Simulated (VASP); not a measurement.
# PbSe (distorted rocksalt), PBE single-point calculation: Ansatz's output and VASP's

```xyz
2
Lattice="0.0324 3.0744 3.2069 3.1140 0.0121 3.2273 3.0974 3.0781 0.0287" Properties=species:S:1:pos:R:3 pbc="T T T"
Pb    3.0473    0.1041    3.0770
Se    3.1027    3.1683    3.2762
```

Ansatz printed

```
SCF 1 converged in 6 iterations: F = -17376.612905 eV  dr2 = 4.00e-8
  greatest PAW one-centre occupation: 1.000 electrons in one spin orbital (limit 2), on the Se atom at site 1 (counted from 0), in its partial waves of l = 2
SCF converged after 6 iterations
Free energy (F): -17376.612905 eV
Harris-Foulkes:  -17376.612905 eV  (|F-HF|=4.33e-8)
Internal energy: -17376.612905 eV  (E = F + TS)
E sigma→0 (E₀):  -17376.612905 eV
Fermi energy:    8.313482 eV
--- Per-component energies (eV) ---
  E_band       = -447.054127
  E_kinetic    = 404.927589
  E_local      = -3630.001826  (includes V_loc(G=0)·N_el)
  E_nonlocal   = -245.921489
  E_hartree    = 1683.376083
  E_xc         = -325.172032
  E_vxc        = -230.652939  (∫ρ·V_xc dr)
  E_paw        = -12314.755308  (= ΣΔE_a)
  E_vpaw       = -112.145648  (= ΣTr[D̂ρ^β])
  E_aug_tail   = -0.000559  (compensation charges beyond the density's cutoff)
  E_ewald      = -2949.065363
  E_smearing   = -0.000000  (= −TS)
  E_closure    = 0.000000  (closes the sum)
  Σ components = -17376.612905   (vs F -17376.612905, Δ=0.00e0)
--- Forces (eV/Å), atoms counted from 1 ---
  atom   1  Pb     0.01630812    -0.00755439    -0.03650549
  atom   2  Se    -0.01631903     0.00755508     0.03648412
  max |Σ_I F_I| component: 2.14e-5 eV/Å
--- Stress (GPa, compression-positive) ---
        0.510101      -0.092243      -0.154204
       -0.092243       1.121075      -0.053306
       -0.154204      -0.053306      -1.652557
  P = ⅓ Tr σ = -0.0071 GPa (-0.071 kbar)
--- Band table (eV; the first three rows and the last of 112) ---
  k-point 0: bands = ["-38.9129", "-38.9114", "-38.9111", "-38.9097", "-38.9088", "-8.6275", "-8.6226", "-8.6209", "-8.6171", "-8.6070", "-5.0590", "1.7680", "6.3581", "6.4235", "6.6322", "12.2117", "12.7242", "12.8147", "14.6272"]
  k-point 1: bands = ["-38.9129", "-38.9114", "-38.9111", "-38.9097", "-38.9088", "-8.6314", "-8.6203", "-8.6181", "-8.6112", "-8.6099", "-4.8706", "1.2226", "6.4952", "6.5178", "6.8557", "11.0174", "11.7572", "11.9258", "14.5210"]
  k-point 2: bands = ["-38.9129", "-38.9114", "-38.9110", "-38.9097", "-38.9087", "-8.6411", "-8.6244", "-8.6186", "-8.6020", "-8.5966", "-4.4115", "0.1863", "6.5873", "6.7076", "7.4830", "9.4657", "10.4941", "10.6402", "15.2121"]
  k-point 111: bands = ["-38.9128", "-38.9113", "-38.9111", "-38.9097", "-38.9087", "-8.6439", "-8.6323", "-8.6171", "-8.5959", "-8.5897", "-4.1443", "-0.3783", "6.7030", "6.8962", "7.9674", "8.7853", "10.0574", "10.0991", "16.4493"]
```

Each program uses its own PAW datasets. VASP's cell holds 20 valence electrons and Ansatz's 30. Ansatz's stress includes a Pulay correction; VASP's doesn't.

Problem. What does VASP give for the same cell and level of theory?

Solution. gap between bands v and c on the k mesh 0.66 eV; least direct gap on the k mesh 0.66 eV; pressure 0.0 GPa; largest force 0.04 eV/Å.

From OUTCAR

```
k-points           NKPTS =    112   k-points in BZ     NKDIM =    112   number of bands    NBANDS=     17

   NELECT =      20.0000    total number of electrons

   dimension x,y,z NGX =    36 NGY =   36 NGZ =   32
   dimension x,y,z NGXF=    72 NGYF=   72 NGZF=   64

  energy-cutoff  :      520.00
  volume of cell :       60.75
      direct lattice vectors                 reciprocal lattice vectors
     0.032400000  3.074400000  3.206900000    -0.163504226  0.163064132  0.157152754
     3.114000000  0.012100000  3.227300000     0.161024057 -0.163479822  0.155098439
     3.097400000  3.078100000  0.028700000     0.162674703  0.162650251 -0.157573542

 k-points in reciprocal lattice and weights: KPOINTS created by Atomic Simulation Env
   0.00000000  0.00000000  0.00000000       0.005
   0.16666667  0.00000000  0.00000000       0.009
   0.33333333  0.00000000  0.00000000       0.009
   0.50000000 -0.00000000  0.00000000       0.005
   0.00000000  0.16666667 -0.00000000       0.009
   0.16666667  0.16666667 -0.00000000       0.009
   0.33333333  0.16666667  0.00000000       0.009
   0.50000000  0.16666667  0.00000000       0.009
   ...

 E-fermi :   4.5728

 k-point     1 :       0.0000    0.0000    0.0000
  band No.  band energies     occupation
      1     -12.3601      2.00000
      2     -12.3553      2.00000
      3     -12.3533      2.00000
      4     -12.3488      2.00000
      5     -12.3387      2.00000
      6      -8.7952      2.00000
      7      -1.9795      2.00000
      8       2.6219      2.00000
      9       2.6873      2.00000
     10       2.8955      2.00000
     11       8.4718      0.00000
     12       8.9840      0.00000
     13       9.0743      0.00000
     14      10.8836      0.00000
     15      11.2718      0.00000
     16      11.3313      0.00000
     17      12.1256      0.00000

 k-point     2 :       0.1667    0.0000    0.0000
  band No.  band energies     occupation
      1     -12.3634      2.00000
      2     -12.3531      2.00000
      3     -12.3503      2.00000
      4     -12.3437      2.00000
      5     -12.3412      2.00000
      6      -8.6057      2.00000
      7      -2.5213      2.00000
      8       2.7186      2.00000
      9       2.8103      2.00000
     10       3.1221      2.00000
     11       7.2898      0.00000
     12       7.9959      0.00000
     13       8.1805      0.00000
     14      10.7796      0.00000
     15      11.4950      0.00000
     16      11.6600      0.00000
     17      13.7090      0.00000

 k-point     3 :       0.3333    0.0000    0.0000
  band No.  band energies     occupation
      1     -12.3728      2.00000
      2     -12.3569      2.00000
      3     -12.3510      2.00000
      4     -12.3334      2.00000
      5     -12.3290      2.00000
      6      -8.1434      2.00000
      7      -3.5555      2.00000
      8       2.8646      2.00000
      9       2.9430      2.00000
     10       3.7404      2.00000
     11       5.7249      0.00000
     12       6.7408      0.00000
     13       6.8844      0.00000
     14      11.4656      0.00000
     15      12.8881      0.00000
     16      13.0238      0.00000
     17      15.7945      0.00000

 k-point     4 :       0.5000   -0.0000    0.0000
  band No.  band energies     occupation
      1     -12.3777      2.00000
      2     -12.3617      2.00000
      3     -12.3505      2.00000
      4     -12.3275      2.00000
      5     -12.3214      2.00000
      6      -7.8422      2.00000
      7      -4.1014      2.00000
      8       2.9004      2.00000
      9       3.0917      2.00000
     10       4.2396      2.00000
     11       4.8947      0.00000
     12       6.2212      0.00000
     13       6.3211      0.00000
     14      12.7812      0.00000
     15      14.3435      0.00000
     16      14.5734      0.00000
     17      14.7659      0.00000

 k-point     5 :       0.0000    0.1667   -0.0000
  band No.  band energies     occupation
      1     -12.3629      2.00000
      2     -12.3543      2.00000
      3     -12.3509      2.00000
      4     -12.3434      2.00000
      5     -12.3401      2.00000
      6      -8.6110      2.00000
      7      -2.5251      2.00000
      8       2.7199      2.00000
      9       2.8524      2.00000
     10       3.1028      2.00000
     11       7.3169      0.00000
     12       8.0099      0.00000
     13       8.1705      0.00000
     14      10.8149      0.00000
     15      11.5570      0.00000
     16      11.6689      0.00000
     17      13.6740      0.00000

 ...

  Total        0.1879224      0.4199079     -0.6312124     -0.0349199     -0.0202382     -0.0587555
  in kB        4.9557698     11.0735460    -16.6459350     -0.9208866     -0.5337087     -1.5494628
  external PRESSURE =      -0.2055397 kB  Pullay stress =       0.0000000 kB

 POSITION                                       TOTAL-FORCE (eV/Angst)
 -----------------------------------------------------------------------------------
      3.04728      0.10415      3.07701         0.017305     -0.007740     -0.034379
      3.10269      3.16827      3.27625        -0.017305      0.007740      0.034379
 -----------------------------------------------------------------------------------
    total drift:                               -0.000038     -0.000093      0.000062

  FREE ENERGIE OF THE ION-ELECTRON SYSTEM (eV)
  ---------------------------------------------------
  free  energy   TOTEN  =        -8.1885237145 eV

  energy  without entropy=       -8.1885237136  energy(sigma->0) =       -8.18852371
```
